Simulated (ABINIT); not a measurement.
Crystal: Pb.

```
CELL_PARAMETERS angstrom
0.00000 2.47502 2.47502
2.47502 0.00000 2.47502
2.47502 2.47502 0.00000
ATOMIC_POSITIONS crystal
Pb 0.00000 0.00000 0.00000
```

Base run:

| Quantity | Value |
| --- | --- |
| Program | ABINIT 10.8.3 (patched build) |
| Functional | PBE |
| Potentials or basis | PseudoDojo NC SR PBE v0.4.1 standard |
| Cutoff | 707 eV |
| k mesh | 7 × 7 × 7 |
| Occupations | fermi-dirac, width 0.05 eV |
| Spin | no spin polarisation |

Its results: pressure 2.8 GPa.

**Question.** The run is repeated on the same cell with these changes: k mesh from 7 × 7 × 7 to 10 × 10 × 10, with 4 shifts; occupations from fermi-dirac, width 0.05 eV to cold (ABINIT), width 0.136 eV. What comes out?

**Answer.** Pressure 2.4 GPa.

Not every run made on this cell is shown here.
